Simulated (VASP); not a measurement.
Runs of VASP 6.6.1 on GaN. It takes space group Fm-3m (No. 225, cubic). Conventional cell: a = 4.222 Å, b = 4.222 Å, c = 4.222 Å, α = 90.00°, β = 90.00°, γ = 90.00°. Around Ga (site symmetry m-3m) lie 6 N at 2.11 Å. N (site symmetry m-3m) is surrounded by 6 Ga at 2.11 Å. Measurements of this composition are mostly on another form, of space group No. 186.

```tsv
level	potentials or basis	k mesh	cutoff (eV)	smearing	further INCAR settings	gap on the mesh (eV)	pressure (GPa)
PBEsol	VASP PAW PBE potentials, release 64 (Ga_d, N)	14 × 14 × 14	520	gaussian 0.5 eV	ALGO = Fast; EDIFF = 1e-06	0.54	(a)
r2SCAN	VASP PAW PBE potentials, release 64 (Ga_d, N)	14 × 14 × 14	520	gaussian 0.02 eV	ALGO = Normal; EDIFF = 1e-06	1.13	0.6
PBEsol	VASP PAW PBE potentials, release 64 (Ga_d, N)	22 × 22 × 22	520	gaussian 0.02 eV	ALGO = Fast; EDIFF = 1e-06	(b)	0.0
PBEsol	VASP PAW PBE potentials, release 64 (Ga_h, N_h)	14 × 14 × 14	900	gaussian 0.02 eV	ALGO = Fast; EDIFF = 1e-06	0.53	-0.3
PBEsol	VASP PAW PBE potentials, release 64 (Ga_d, N)	14 × 14 × 14	700	gaussian 0.02 eV	ALGO = Fast; EDIFF = 1e-06	0.53	0.0
```

Alike in all rows: task single point; no spin polarisation; cell as given.

Question: Estimate the missing entries.

Answer: (a) 0.2; (b) 0.52.

Caveats: the PAW data sets were made with another functional, which shifts forces and pressure a little; the cutoff is under 1.25 times the usual one of these potentials, so pressure, stress and relaxed cells hold a basis-set (Pulay) error (some runs).

A k mesh can miss the band edges, and the runs leave out spin-orbit coupling on Ga.
